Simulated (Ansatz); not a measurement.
# Te2Pt: the cost of one run

Method: DFT PBEsol, scalar-relativistic, plane waves, PAW, in Ansatz 0.2.0.

The COD entry's cell or inner coordinates are ideal or old and differ from later refinements, so a difference from it is no clean test against experiment.

## (1) The structure to begin with

It takes space group P-3m1 (No. 164, trigonal). The conventional cell has a = 4.018 Å, b = 4.018 Å, c = 5.212 Å, α = 90.00°, β = 90.00°, γ = 120.00°. Te (site symmetry 3m) has 3 Pt at 2.66 Å as nearest neighbours. Around Pt (site symmetry -3m) lie 6 Te at 2.66 Å.

Coordinates:

```xyz
3
Lattice="4.0180 0.0000 0.0000 -2.0090 3.4797 0.0000 0.0000 0.0000 5.2120" Properties=species:S:1:pos:R:3 pbc="T T T"
Te    0.0000    2.3198    1.3030
Te    2.0090    1.1599    3.9090
Pt    0.0000    0.0000    0.0000
```

The structure comes from the Crystallography Open Database.

(A quick probe on a coarse mesh, which set the mesh and smearing, is not shown.)

## (3) Rough relaxation on the coarse mesh

Contents of input.yaml:

```yaml
crystal:
  lattice:
    - [4.0179999686, 0.0, 0.0]
    - [-2.0089999843, 3.4796900453, 0.0]
    - [0.0, 0.0, 5.212]
  atoms:
    - { symbol: Te, position: [0.3333333333, 0.6666666667, 0.25] }
    - { symbol: Te, position: [0.6666666667, 0.3333333333, 0.75] }
    - { symbol: Pt, position: [0.0, 0.0, 0.0] }
basis:
  ecutwfc: 420
kpoints:
  mp_grid: { grid: [6, 6, 4] }
hamiltonian:
  xc: pbesol
scf:
  occupations: { method: gaussian, width: 0.1 }
output:
  forces: true
  stress: true
  eigenvalues: true
relax:
  adjacent_minimum: "off"
  f_tol: 0.05
  max_steps: 80
  cell: { stress_tol: 0.5 }
```

**Question.** How long does this run take on 1 thread of an x86-64 CPU, shared host, and how much memory does it need?

About 14 s, with a peak of 0.43 GiB.
